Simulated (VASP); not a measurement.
# ZnS in VASP: reference runs

Reference runs on ZnS: the cell as given.

Program: VASP 6.6.1. These are calculated values, not measurements. Logs are shortened: lines on timing, memory, paths and dates and some standing lists are left out, and cuts for length are marked.

**1. The cell of the first run**

The cell holds a slab with vacuum, 8 atoms: a = 3.811 Å, b = 3.811 Å, c = 25.068 Å, α = 90.00°, β = 90.00°, γ = 120.00°.

**2. Single point, PBE (the (0 0 1) slab of ZnS, cut from the database cell, not relaxed)**

INCAR

```
PREC = Accurate ; ENCUT = 520
EDIFF = 1E-7 ; ISMEAR = -1
SIGMA = 0.05 ; LREAL = F
LASPH = T ; NELM = 100
ALGO = Normal ; ISIF = 2
LWAVE = F ; LCHARG = F
LDIPOL = T ; IDIPOL = 3
DIPOL = 0.5 0.5 0.500 ; GGA = PE
NBANDS = 46
```

KPOINTS

```
regular mesh
0
Gamma
  8 8 1
```

POSCAR

```
ZnS
1.0
    3.8109987816      0.0000000000      0.0000000000
   -1.9054993908      3.3004217586      0.0000000000
    0.0000000000      0.0000000000     25.0679100000
S Zn
4 4
Direct
    0.3333333333      0.6666666666      0.2991872877
    0.6666666667      0.3333333334      0.4235295244
    0.3333333333      0.6666666666      0.5478717611
    0.6666666667      0.3333333334      0.6722139979
    0.6666666667      0.3333333334      0.3277860021
    0.3333333333      0.6666666666      0.4521282389
    0.6666666667      0.3333333334      0.5764704756
    0.3333333333      0.6666666666      0.7008127123
```

Potentials or basis: VASP PAW PBE potentials, release 64 (S, Zn).

Started as:

```
cat potpaw_PBE.64/S/POTCAR potpaw_PBE.64/Zn/POTCAR > POTCAR
mpirun -np 1 vasp_std > vasp.out
```

OUTCAR:

```text
PREC = Accurate
   ENCUT = 520
   EDIFF = 1E-7
   ISMEAR = -1
   LREAL = F
   LASPH = T
   NELM = 100
   ISIF = 2
   GGA = PE

 ion  position               nearest neighbor table
   1  0.333  0.667  0.299-   5 2.31   5 2.31   5 2.31
   2  0.667  0.333  0.424-   6 2.31   6 2.31   6 2.31   5 2.40
   3  0.333  0.667  0.548-   7 2.31   7 2.31   7 2.31   6 2.40
   4  0.667  0.333  0.672-   8 2.31   8 2.31   8 2.31   7 2.40
   5  0.667  0.333  0.328-   1 2.31   1 2.31   1 2.31   2 2.40
   6  0.333  0.667  0.452-   2 2.31   2 2.31   2 2.31   3 2.40
   7  0.667  0.333  0.576-   3 2.31   3 2.31   3 2.31   4 2.40
   8  0.333  0.667  0.701-   4 2.31   4 2.31   4 2.31

  LATTYP: Found a hexagonal cell.
 ALAT       =     3.8109987816
 C/A-ratio  =     6.5777795892

  Lattice vectors:

 A1 = (   3.8109987816,   0.0000000000,   0.0000000000)
 A2 = (  -1.9054993908,   3.3004217586,   0.0000000000)
 A3 = (   0.0000000000,   0.0000000000,  25.0679100000)

Analysis of symmetry for initial positions (statically):
=====================================================================
 Subroutine PRICEL returns:
 Original cell was already a primitive cell.

 Routine SETGRP: Setting up the symmetry group for a
 hexagonal supercell.

 Subroutine GETGRP returns: Found  6 space group operations
 (whereof  6 operations were pure point group operations)
 out of a pool of 24 trial point group operations.

The static configuration has the point symmetry C_3v.

Analysis of symmetry for dynamics (positions and initial velocities):
=====================================================================
 Subroutine PRICEL returns:
 Original cell was already a primitive cell.

 Routine SETGRP: Setting up the symmetry group for a
 hexagonal supercell.

 Subroutine GETGRP returns: Found  6 space group operations
 (whereof  6 operations were pure point group operations)
 out of a pool of 24 trial point group operations.

The dynamic configuration has the point symmetry C_3v.

 Subroutine INISYM returns: Found  6 space group operations
 (whereof  6 operations are pure point group operations),
 and found     1 'primitive' translations

----------------------------------------------------------------------------------------

                                     Primitive cell

[... 96 lines left out ...]
   TEBEG  =    0.0;   TEEND  =   0.0 temperature during run
   PSTRESS=    0.0 pullay stress
   NELECT =      72.0000    total number of electrons
   NUPDOWN=      -1.0000    fix difference up-down
   EMIN   =  10.00;   EMAX   =-10.00  energy-range for DOS
   EFERMI =   0.00;   METHOD = LEGACY
   ISMEAR =    -1;   SIGMA  =   0.05  broadening in eV -4-tet -1-fermi 0-gaus
   EFERMI_NEDOS =   21; number of points for ismear=-14 and -15
   IALGO  =     38    algorithm
   IMIX   =      4    mixing-type and parameters
     AMIX     =   0.40;   BMIX     =  1.00
     AMIX_MAG =   1.60;   BMIX_MAG =  1.00
  volume/ion in A,a.u.               =      39.41       265.97
  Fermi-wavevector in a.u.,A,eV,Ry     =   1.000638  1.890931 13.623185  1.001276
  Thomas-Fermi vector in A             =   2.133007
   LORBIT       =      0    0 simple, 1 ext, 2 COOP (PROOUT), +10 PAW based schemes
   GGA     = PE    functional components
   LHFCALC =     F    Hartree Fock is set to
   AEXX    =    0.0000 exact exchange contribution
   IVDW    =     0    specifies the selected vdW correction
   LEPSILON=     F    determine dielectric tensor
   LRPA    =     F    only Hartree local field effects (RPA)
 non-spin polarized calculation
  energy-cutoff  :      520.00
  volume of cell :      315.30
 maximum number of plane-waves:      8541
   NGX = 15   NGY = 15   NGZ = 93

 dipolmoment           0.000000      0.000000      0.000005 electrons x Angstroem

 number of electron      71.9999972 magnetization

 dipolmoment           0.000000      0.000000     -0.290284 electrons x Angstroem

 Free energy of the ion-electron system (eV)
  ---------------------------------------------------
  ext. energy  EPLUGINS =         0.00000000
  ---------------------------------------------------
  free energy    TOTEN  =       -25.40891905 eV

  energy without entropy =      -25.38021694  energy(sigma->0) =      -25.39456800

 E-fermi :  -0.9541     XC(G=0):  -5.3933

 val. band max:       -0.9943133550   @ k =   0.1250   0.0000   0.0000
 cond. band min:      -0.9008401490   @ k =   0.1250   0.1250   0.0000
 fundamental gap:      0.0934732060
 Fermi energy:        -0.9541388652

 k-point     1 :       0.0000    0.0000    0.0000
  band No.  band energies     occupation
      1     -16.2486      2.00000
      2     -15.1399      2.00000
      3     -14.0225      2.00000
      4     -12.6803      2.00000
      5      -9.8594      2.00000
      6      -9.8594      2.00000
[... 479 lines left out ...]
     45       5.0120      0.00000
     46       5.4500      0.00000

------------------------ aborting loop because EDIFF is reached ----------------------------------------

 vacuum level on the upper side and lower side of the slab       (xc-potential included)        -2.156         2.038

  FORCE on cell =-STRESS in cart. coord.  units (eV):
  Direction    XX          YY          ZZ          XY          YZ          ZX
  --------------------------------------------------------------------------------------
  -------------------------------------------------------------------------------------
  Total        1.4262258      1.4262258      2.8894104      0.0000000      0.0000000     -0.0000000
  in kB        7.2472375      7.2472375     14.6822778      0.0000000      0.0000000     -0.0000000
  external PRESSURE =       9.7255843 kB  Pullay stress =       0.0000000 kB

 VOLUME and BASIS-vectors are now :
 -----------------------------------------------------------------------------
  energy-cutoff  :      520.00
  volume of cell :      315.30
      direct lattice vectors                 reciprocal lattice vectors
     3.810998782  0.000000000  0.000000000     0.262398405  0.151495789  0.000000000
    -1.905499391  3.300421759  0.000000000     0.000000000  0.302991579  0.000000000
     0.000000000  0.000000000 25.067910000     0.000000000  0.000000000  0.039891638

 POSITION                                       TOTAL-FORCE (eV/Angst)
 -----------------------------------------------------------------------------------
     -0.00000      2.20028      7.50000        -0.000000     -0.000000     -0.083308
      1.90550      1.10014     10.61700        -0.000000      0.000000      0.483603
     -0.00000      2.20028     13.73400        -0.000000      0.000000      0.355903
      1.90550      1.10014     16.85100         0.000000      0.000000      0.760823
      1.90550      1.10014      8.21691         0.000000      0.000000     -0.374318
     -0.00000      2.20028     11.33391        -0.000000      0.000000     -0.405994
      1.90550      1.10014     14.45091         0.000000      0.000000     -0.418544
     -0.00000      2.20028     17.56791         0.000000     -0.000000     -0.318164
 -----------------------------------------------------------------------------------
    total drift:                               -0.000000     -0.000000     -0.000309

  FREE ENERGIE OF THE ION-ELECTRON SYSTEM (eV)
  ---------------------------------------------------
  free  energy   TOTEN  =       -25.4089190546 eV

  energy  without entropy=      -25.3802169442  energy(sigma->0) =      -25.39456800

 vacuum level on the upper side and lower side of the slab         1.863         6.154
```

OSZICAR:

```text
N       E                     dE             d eps       ncg     rms          rms(c)
DAV:   1     0.546963633973E+03    0.54696E+03   -0.31601E+04   920   0.153E+03
DAV:   2     0.480326911393E+02   -0.49893E+03   -0.47907E+03  1014   0.353E+02
DAV:   3    -0.246217476850E+02   -0.72654E+02   -0.72036E+02  1036   0.140E+02
DAV:   4    -0.284236791198E+02   -0.38019E+01   -0.37858E+01  1128   0.300E+01
[... 27 lines left out ...]
DAV:  32    -0.254089183107E+02   -0.31196E-06   -0.21864E-07   784   0.284E-03    0.200E-03
DAV:  33    -0.254089184450E+02   -0.13431E-06   -0.64464E-08   732   0.236E-03    0.144E-03
DAV:  34    -0.254089187301E+02   -0.28501E-06   -0.86714E-08   750   0.198E-03    0.100E-03
DAV:  35    -0.254089189976E+02   -0.26754E-06   -0.12213E-07   818   0.238E-03    0.501E-04
DAV:  36    -0.254089190546E+02   -0.56957E-07   -0.35071E-08   728   0.101E-03
   1 F= -.25408919E+02 E0= -.25394568E+02  d E =-.287021E-01
```

It took 3.5 min on 1 thread of Intel Xeon 6975P-C (Granite Rapids), shared host; peak memory 0.44 GiB.

Results:

* Free energy: -25.4089 eV
* Largest force: 0.761 eV/Å
* Band gap on the k mesh: none (metal or under the smearing width)

Forces on the atoms (eV/Å):
```
S    0.000  0.000 -0.083
S    0.000  0.000  0.484
S    0.000  0.000  0.356
S    0.000  0.000  0.761
Zn   0.000  0.000 -0.374
Zn   0.000  0.000 -0.406
Zn   0.000  0.000 -0.419
Zn   0.000  0.000 -0.318
```
